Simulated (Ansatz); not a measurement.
## Structure types of BN compared at 76 GPa

Structure types of BN are relaxed in primitive cells with their symmetry kept at 76 GPa, on PAW files; LAPW relaxes the small cells further and takes the PAW cell for the others (marked *). The enthalpy is E + pV at zero temperature, without zero-point motion. Only the types listed were tried, and differences under about 5 meV/atom are mesh noise. The real phase may be another.

All numbers are PBE results (scalar-relativistic) from Ansatz 0.2.0, with Fermi–Dirac smearing of 0.05 eV, no spin polarisation. Methods: LAPW: all electrons, basis error target 0.5 meV/atom; PAW: frozen-core files, cutoff 420 eV.

k meshes: rocksalt 16×16×16, CsCl 15×15×15, zincblende 16×16×16, wurtzite 12×12×7, NiAs 12×12×7.

Task: Which type is lowest in enthalpy, and by how much?

Result: zincblende, 24 meV/atom below wurtzite. The whole table:

```tsv
start type	ends as	a, b, c (Å)	V (Å³/atom)	H − H(lowest), LAPW (meV/atom)	same, PAW
rocksalt	rocksalt, Fm-3m	3.333, 3.333, 3.333	4.63	1508.4	1505.3
CsCl	CsCl, Pm-3m	2.166, 2.166, 2.166	5.08	3765.4	3764.2
zincblende	zincblende, F-43m	3.443, 3.443, 3.443	5.10	0.0	0.0
wurtzite*	wurtzite, P6_3mc	2.425, 2.425, 4.017	5.11	24.3	24.1
NiAs*	NiAs, P6_3/mmc	2.371, 2.371, 3.835	4.67	1544.5	1543.2
```

Task: Split the lead of zincblende over wurtzite into energy and pV.

Result: For wurtzite less zincblende: ΔE = +18.0 meV/atom, and p·ΔV = 76 GPa × +0.0133 Å³ × 6.242 meV/(GPa·Å³) = +6.3 meV/atom, together 24.3 meV/atom. zincblende wins on both counts.
